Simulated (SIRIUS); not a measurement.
Ge:

```
Ge
1.0
     0.00000    2.82891    2.82891
     2.82891    0.00000    2.82891
     2.82891    2.82891    0.00000
Ge
2
Cartesian
  4.2434 4.2434 4.2434
  2.8289 2.8289 2.8289
```

Base run:

| Item | Value |
| --- | --- |
| Program | SIRIUS 7.12.0 |
| Functional | RPBE |
| Potentials or basis | PseudoDojo 0.4.1 PBE standard (scalar relativistic) |
| Cutoff | 1078 eV |
| Density cutoff | 4311 eV |
| k mesh | 8 × 8 × 8 |
| Occupations | fermi-dirac, width 0.05 eV |
| Spin | no spin polarisation |

Its results: band gap on the k mesh 0.20 eV; pressure 6.1 GPa.

Task: The run is repeated on the same cell with these changes: functional from RPBE to N12; libxc names from ["XC_GGA_X_RPBE", "XC_GGA_C_PBE"] to ["XC_GGA_X_N12", "XC_GGA_C_N12"]. What comes out?

Result: Band gap on the k mesh 0.00 eV; pressure 0.6 GPa.

Caveats: the potentials were made for another functional, which shifts forces and pressure.

A k mesh can miss the band edges.

Not every run made on this cell is shown here.
